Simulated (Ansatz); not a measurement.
# SnO (P4/nmm): bands and what follows from them, part 2 of 2

What do the bands of SnO (P4/nmm) imply? The runs give effective masses and transport coefficients.

Ansatz 0.2.0; DFT r²SCAN, scalar-relativistic, plane waves, PAW.

### Step 3. Levels about the band edges

input.yaml reads:

```yaml
crystal:
  lattice:
    - [3.8017759537, 0.0, 0.0]
    - [0.0, 3.8017759537, 0.0]
    - [0.0, 0.0, 4.836572322]
  atoms:
    - { symbol: Sn, position: [0.0, 0.5, 0.2368492155] }
    - { symbol: Sn, position: [0.5, 0.0, 0.7631507845] }
    - { symbol: O, position: [0.0, 0.0, 0.0] }
    - { symbol: O, position: [0.5, 0.5, 0.0] }
basis:
  ecutwfc: 500
  ecutrho_ratio: 4
kpoints:
  mp_grid: { grid: [10, 10, 8] }
hamiltonian:
  xc: r2scan
scf:
  occupations: { method: gaussian, width: 0.05 }
output:
  forces: true
  stress: true
  eigenvalues: true
  eigenstates:
    kpoints:
      - [0.0, 0.0, 0.0]
      - [0.007260857, 0.0, 0.0]
      - [-0.007260857, 0.0, 0.0]
      - [0.0, 0.007260857, 0.0]
      - [0.0, -0.007260857, 0.0]
      - [0.0, 0.0, 0.009237173]
      - [0.0, 0.0, -0.009237173]
      - [0.005134201, 0.005134201, 0.0]
      - [-0.005134201, -0.005134201, 0.0]
      - [0.005134201, 0.0, 0.006531667]
      - [-0.005134201, 0.0, -0.006531667]
      - [0.0, 0.005134201, 0.006531667]
      - [0.0, -0.005134201, -0.006531667]
      - [0.004192058, 0.004192058, 0.005333084]
      - [-0.004192058, -0.004192058, -0.005333084]
      - [-0.5, -0.5, 0.0]
      - [-0.492739143, -0.5, 0.0]
      - [-0.507260857, -0.5, 0.0]
      - [-0.5, -0.492739143, 0.0]
      - [-0.5, -0.507260857, 0.0]
      - [-0.5, -0.5, 0.009237173]
      - [-0.5, -0.5, -0.009237173]
      - [-0.494865799, -0.494865799, 0.0]
      - [-0.505134201, -0.505134201, 0.0]
      - [-0.494865799, -0.5, 0.006531667]
      - [-0.505134201, -0.5, -0.006531667]
      - [-0.5, -0.494865799, 0.006531667]
      - [-0.5, -0.505134201, -0.006531667]
      - [-0.495807942, -0.495807942, 0.005333084]
      - [-0.504192058, -0.504192058, -0.005333084]
    de_dk: true
    e_range: [-0.6926685675893, 0.6966965281605]
```

Run with:

```bash
$ ansatz run input.yaml --threads 4 --pin off --max-ram 9216MiB --backend cpu --events-out ev --progress --plain --runs-dir out
```

The program printed, cut to the lines that bear on the results:

```text
Warning: RAYON_NUM_THREADS=4 ignored (pool sized by the plan → 4); use --threads N
[...]
Pseudopotentials: kind: paw
Pseudopotential: Sn, paw, valence charge 14, recommended cutoff 500 eV (meta_gga), Sn.paw.azcp
Pseudopotential: O, paw, valence charge 6, recommended cutoff 500 eV (meta_gga), O.paw.azcp
Functional definition: r2SCAN
[...]
Crystal: 4 atoms, lattice volume = 69.905 Å³
Basis set: ecut = 500 eV, 1769 PW (Γ), exchange–correlation on 120×120×144 points (64 copies of the dense FFT grid, shifted against one another)
Bands: 24, of which v1, the nominal top of the filled ones, is band 20 counted from 1 (19 counted from 0)
Symmetry: 16 space group operations
Space group: P4/nmm (ITA 129), of the structure as read, at distance tolerance 4.1e-5 Å
k-points: 105 of 800
[...]
SCF iter   1: F=—  HF=-13214.607277 eV  |F-HF|=—  |Δ(HF+E_count)|=         —  Δρ=8.10e-3  dr2=4.00e-2  dr2_τ=1.16e-1  ethr=1.77e-3  ⟨swp⟩=6.1  Hψ=11609  notcnv=0
[...]
SCF iter  10: F=-13214.689037 eV  HF=-13214.689037 eV  |F-HF|=0.00e0  |Δ(HF+E_count)|=  1.27e-11  Δρ=3.62e-8  dr2=1.04e-12  dr2_τ=3.18e-14  ethr=1.00e-12  ⟨swp⟩=6.1  Hψ=11178  notcnv=0
[...]
NSCF: frozen V_eff on 30 k-points
SCF converged after 10 iterations
Free energy (F): -13214.689037 eV
[...]
E sigma→0 (E₀):  -13214.689035 eV
Entropy (-TS):   -0.000003 eV (-0.001 meV/atom)
Fermi energy:    10.120272 eV
[...]
--- Forces (eV/Å), atoms counted from 1 ---
  atom   1  Sn     0.00000000     0.00000000    -0.00156756
  atom   2  Sn     0.00000000     0.00000000     0.00156756
  atom   3  O      0.00000000     0.00000000     0.00000000
  atom   4  O      0.00000000     0.00000000     0.00000000
[...]
--- Stress (GPa, compression-positive) ---
        0.579018       0.000000       0.000000
        0.000000       0.579018       0.000000
        0.000000       0.000000       0.648221
  P = ⅓ Tr σ = 0.6021 GPa (6.021 kbar)
--- Band table (eV; the first three rows and the last of 105) ---
[... band rows left out ...]
[...]
```

Run time: 8.4 s. Hardware: 4 threads of Intel Xeon Platinum 8259CL at 2.50GHz (Skylake/Cascade Lake), shared host; peak memory 0.68 GiB.

This gives: volume 17.476 Å³/atom, pressure 0.60 GPa, mesh gap 0.19 eV.

### Step 4. Masses at the band edges

Effective masses from the curvatures, in electron masses (holes for the valence edge):

```csv
edge,band from the edge,degeneracy,x,y,z,[110],[111]
valence,1,1,21.57,21.57,0.72,21.71,2.04
conduction,1,2,0.22,0.22,0.42,0.44,0.43
conduction,2,2,0.22,0.22,0.42,0.14,0.18
```

The edges lie at k = (0.00, 0.00, 0.00) and (-0.50, -0.50, 0.00).

### Step 5. States of the whole zone by energy, transport at constant relaxation time

input.yaml reads:

```yaml
crystal:
  lattice:
    - [3.8017759537, 0.0, 0.0]
    - [0.0, 3.8017759537, 0.0]
    - [0.0, 0.0, 4.836572322]
  atoms:
    - { symbol: Sn, position: [0.0, 0.5, 0.2368492155] }
    - { symbol: Sn, position: [0.5, 0.0, 0.7631507845] }
    - { symbol: O, position: [0.0, 0.0, 0.0] }
    - { symbol: O, position: [0.5, 0.5, 0.0] }
basis:
  ecutwfc: 500
  ecutrho_ratio: 4
kpoints:
  mp_grid: { grid: [10, 10, 8] }
hamiltonian:
  xc: r2scan
scf:
  occupations: { method: gaussian, width: 0.05 }
output:
  forces: true
  stress: true
  eigenvalues: true
  states_by_energy: { minimum_broadening: 0.05 }
```

Run with:

```bash
$ ansatz run input.yaml --threads 4 --pin off --max-ram 9216MiB --backend cpu --events-out ev --progress --plain --runs-dir out
```

The program printed:

```text
Warning: RAYON_NUM_THREADS=4 ignored (pool sized by the plan → 4); use --threads N
[... 10 set-up lines as earlier in the session ...]
Crystal: 4 atoms, lattice volume = 69.905 Å³
Basis set: ecut = 500 eV, 1769 PW (Γ), exchange–correlation on 120×120×144 points (64 copies of the dense FFT grid, shifted against one another)
Bands: 24, of which v1, the nominal top of the filled ones, is band 20 counted from 1 (19 counted from 0)
[... 2 set-up lines as earlier in the session ...]
k-points: 105 of 800
[... 10 set-up lines as earlier in the session ...]
SCF iter   1: F=—  HF=-13214.607277 eV  |F-HF|=—  |Δ(HF+E_count)|=         —  Δρ=8.10e-3  dr2=4.00e-2  dr2_τ=1.16e-1  ethr=1.77e-3  ⟨swp⟩=6.1  Hψ=11609  notcnv=0
preconditioner: auto → Resta (q_TF=auto, 2.486 Å⁻¹)  ε∞=3.2  [insulator: Δε(μ)=0.170 eV  Ē_g=19.125 eV  σ=0.050 eV  W_gap=0.98  n_scr=18 (ndim 8)  ℏωp=28.1 eV  f_vac=0.019  D(μ)=0.01/eV (n_scr^D=0)  ε∞_Penn≈3.2]
SCF iter   2: F=—  HF=-13214.688310 eV  |F-HF|=—  |Δ(HF+E_count)|=   8.10e-2  Δρ=4.91e-3  dr2=9.91e-3  dr2_τ=7.60e-4  ethr=1.00e-4  ⟨swp⟩=2.0  Hψ=4870  notcnv=0
SCF iter   3: F=—  HF=-13214.688882 eV  |F-HF|=—  |Δ(HF+E_count)|=   5.72e-4  Δρ=1.01e-3  dr2=5.51e-4  dr2_τ=7.91e-5  ethr=2.48e-5  ⟨swp⟩=2.0  Hψ=4512  notcnv=0
SCF iter   4: F=—  HF=-13214.689022 eV  |F-HF|=—  |Δ(HF+E_count)|=   1.41e-4  Δρ=2.38e-4  dr2=3.74e-5  dr2_τ=2.76e-6  ethr=1.38e-6  ⟨swp⟩=2.2  Hψ=3629  notcnv=0
SCF iter   5: F=—  HF=-13214.689037 eV  |F-HF|=—  |Δ(HF+E_count)|=   1.48e-5  Δρ=1.25e-4  dr2=1.13e-5  dr2_τ=7.22e-7  ethr=9.35e-8  ⟨swp⟩=2.1  Hψ=3465  notcnv=0
SCF iter   6: F=—  HF=-13214.689036 eV  |F-HF|=—  |Δ(HF+E_count)|=   7.30e-7  Δρ=2.19e-5  dr2=3.56e-7  dr2_τ=1.63e-8  ethr=2.83e-8  ⟨swp⟩=2.0  Hψ=3370  notcnv=0
SCF iter   7: F=-13214.689037 eV  HF=-13214.689036 eV  |F-HF|=2.15e-8  |Δ(HF+E_count)|=   9.15e-8  Δρ=6.17e-6  dr2=2.62e-8  dr2_τ=9.87e-10  ethr=2.50e-10  ⟨swp⟩=6.3  Hψ=11673  notcnv=0
SCF 1 converged in 7 iterations: F = -13214.689037 eV  dr2 = 2.62e-8
NSCF: frozen V_eff on 8 k-points
SCF converged after 7 iterations
Free energy (F): -13214.689037 eV
Harris-Foulkes:  -13214.689036 eV  (|F-HF|=2.15e-8)
Internal energy: -13214.689033 eV  (E = F + TS)
E sigma→0 (E₀):  -13214.689035 eV
Entropy (-TS):   -0.000003 eV (-0.001 meV/atom)
Fermi energy:    10.120273 eV
--- Per-component energies (eV) ---
  E_band       = -212.307305
  E_kinetic    = 726.515165
  E_local      = -2676.688099  (includes V_loc(G=0)·N_el)
  E_nonlocal   = 30.063066
  E_hartree    = 1451.957238
  E_xc         = -896.721763
  E_vxc        = -420.181930  (∫ρ·V_xc dr)
  E_paw        = -8639.229301  (= ΣΔE_a)
  E_vpaw       = -802.286931  (= ΣTr[D̂ρ^β])
  E_aug_tail   = 0.002017  (compensation charges beyond the density's cutoff)
  E_vtau       = 26.354948  (kinetic-family band-sum trace: ∫τ·v_τ [+ j·A + Jᵃ·Aᵃ] dr)
  E_ewald      = -3211.994115
  E_core_change = 1.406758  (= ΣΔE_core)
  E_smearing   = -0.000003  (= −TS)
  E_closure    = -0.000000  (closes the sum)
  Σ components = -13214.689037   (vs F -13214.689037, Δ=0.00e0)
--- Forces (eV/Å), atoms counted from 1 ---
  atom   1  Sn     0.00000000     0.00000000    -0.00158056
  atom   2  Sn     0.00000000     0.00000000     0.00158056
  atom   3  O      0.00000000     0.00000000     0.00000000
  atom   4  O      0.00000000     0.00000000    -0.00000000
  max |Σ_I F_I| component: 2.17e-19 eV/Å
--- Stress (GPa, compression-positive) ---
        0.579038       0.000000       0.000000
        0.000000       0.579038       0.000000
        0.000000       0.000000       0.648684
  P = ⅓ Tr σ = 0.6023 GPa (6.023 kbar)
--- Band table (eV; the first three rows and the last of 105) ---
  k-point 0: bands = ["-13.0155", "-12.4551", "-12.4450", "-12.4450", "-12.4121", "-12.3836", "-12.3594", "-12.3553", "-12.3127", "-12.3127", "-11.5844", "-8.8645", "2.0105", "2.9993", "3.2638", "3.2638", "6.1076", "6.4103", "6.4103", "10.0276", "12.4663", "14.6406", "14.8946", "14.8946"]
  k-point 1: bands = ["-13.0131", "-12.4576", "-12.4411", "-12.4411", "-12.4103", "-12.3843", "-12.3592", "-12.3572", "-12.3170", "-12.3170", "-11.5787", "-8.8645", "1.5272", "3.2798", "3.2798", "3.6521", "6.0983", "6.4084", "6.4084", "9.8763", "12.2504", "14.4034", "14.4034", "14.7097"]
  k-point 2: bands = ["-13.0072", "-12.4637", "-12.4305", "-12.4305", "-12.4052", "-12.3859", "-12.3623", "-12.3590", "-12.3287", "-12.3287", "-11.5649", "-8.8646", "0.9375", "3.3189", "3.3189", "4.7439", "6.0759", "6.4033", "6.4033", "9.3313", "11.9970", "13.7480", "13.7480", "14.4939"]
  k-point 104: bands = ["-12.9166", "-12.9166", "-12.4214", "-12.4214", "-12.3895", "-12.3895", "-12.3489", "-12.3489", "-12.3073", "-12.3073", "-9.7543", "-9.7543", "0.6274", "0.6274", "4.0041", "4.0041", "7.0867", "7.0867", "7.1029", "7.1029", "12.4897", "12.4897", "14.4091", "14.4091"]
```

It took 55 s on 4 threads of Intel Xeon Platinum 8259CL at 2.50GHz (Skylake/Cascade Lake), shared host; peak memory 1 GiB.

This gives: volume 17.476 Å³/atom, pressure 0.60 GPa, gap on the mesh 0.19 eV.

A script then sums the file of states by energy over Fermi windows, for rigid-band transport at a constant relaxation time τ. Negative carriers are holes, and the chemical potential counts from the run's Fermi level:

```csv
T (K),electrons added (10¹⁹ cm⁻³),chemical potential (eV),σ/τ xx (10²⁰/Ω m s),Seebeck xx (μV/K),Seebeck zz (μV/K),Lorenz xx (10⁻⁸ V²/K²)
600,1,0.085,0.0194,-219,-122,4.61
600,-1,0.030,0.01,-129,115,13.13
600,10,0.237,0.113,-120,-122,2.10
600,-10,-0.077,0.0189,222,223,4.78
600,100,0.733,0.862,-32,-35,2.39
600,-100,-0.352,0.257,75,61,2.19
900,1,0.093,0.0434,-170,-45,6.22
900,-1,0.064,0.0352,-139,29,8.72
900,10,0.217,0.115,-153,-142,2.40
900,-10,-0.034,0.0312,99,199,10.75
900,100,0.726,0.854,-48,-52,2.32
900,-100,-0.346,0.262,103,86,2.11
```

### Step 6. Summary of results

What follows sums up all 2 parts.

| quantity | value |
| --- | --- |
| mass at the valence edge, x y z | 21.57 21.57 0.72 |
| mass at the conduction edge, x y z | 0.22 0.22 0.42 |
| largest S²σ/τ along x | at 900 K with 100 × 10¹⁹ cm⁻³ holes, S = 103 μV/K |

Electrons are lighter than the top holes: the harmonic means over x, y and z are 0.26 and 2.03. Among the cases computed, S²σ/τ along x is largest at 900 K for hole doping of 100 × 10¹⁹ cm⁻³. That is the edge of the range tried, not a located peak. The gap is the Kohn–Sham one, unshifted (where it is too small, thermally excited carriers are overstated). No dispersion term is included, so distances between weakly bound layers or units are the least certain numbers.
